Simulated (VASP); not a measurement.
Wanted: the native input for a VASP 6.6.1 run.

```
Task                   : single point
Functional             : PBE
Potentials or basis    : VASP PAW PBE potentials, release 64 (Br, K_sv)
Cutoff                 : 520 eV
k mesh                 : 7 × 7 × 7
Occupations            : fermi-dirac, width 0.05 eV
Spin                   : no spin polarisation
Further INCAR settings : ALGO = Normal; EDIFF = 1e-07; NBANDS = 15
```

The structure of KBr lies in POSCAR:

```
KBr
1.0
    0.0000000000      3.3000000000      3.3000000000
    3.3000000000      0.0000000000      3.3000000000
    3.3000000000      3.3000000000      0.0000000000
Br K
1 1
Direct
    0.4981360000      0.5049930000      0.5047960000
   -0.0032670000      0.0131940000     -0.0053410000
```

The cell isn't the ideal one: atoms moved at random, drawn with an rms of 0.05 Å.

The input as run:

INCAR

```
PREC = Accurate
ENCUT = 520
EDIFF = 1E-7
ISMEAR = -1
SIGMA = 0.05
LREAL = False
LASPH = True
NELM = 80
ALGO = Normal
ISIF = 2
LWAVE = False
LCHARG = False
GGA = PE
NBANDS = 15
```

KPOINTS

```
regular mesh
0
Gamma
  7 7 7
```

Potentials or basis: VASP PAW PBE potentials, release 64 (Br, K_sv).

Run with:

```sh
$ cat potpaw_PBE.64/Br/POTCAR potpaw_PBE.64/K_sv/POTCAR > POTCAR
$ mpirun -np 1 vasp_std > vasp.out
```

It gave:

```json
{
 "Pressure": "0.8 GPa",
 "Largest force": "0.056 eV/Å",
 "Band gap on the k mesh": "4.43 eV, direct"
}
```

Caveat: an odd mesh through Γ misses points on the zone boundary, where band edges often lie.

It took 91 s on 1 thread of AMD EPYC 9R45 (Zen 5) (shared host), peak memory 0.3 GiB.
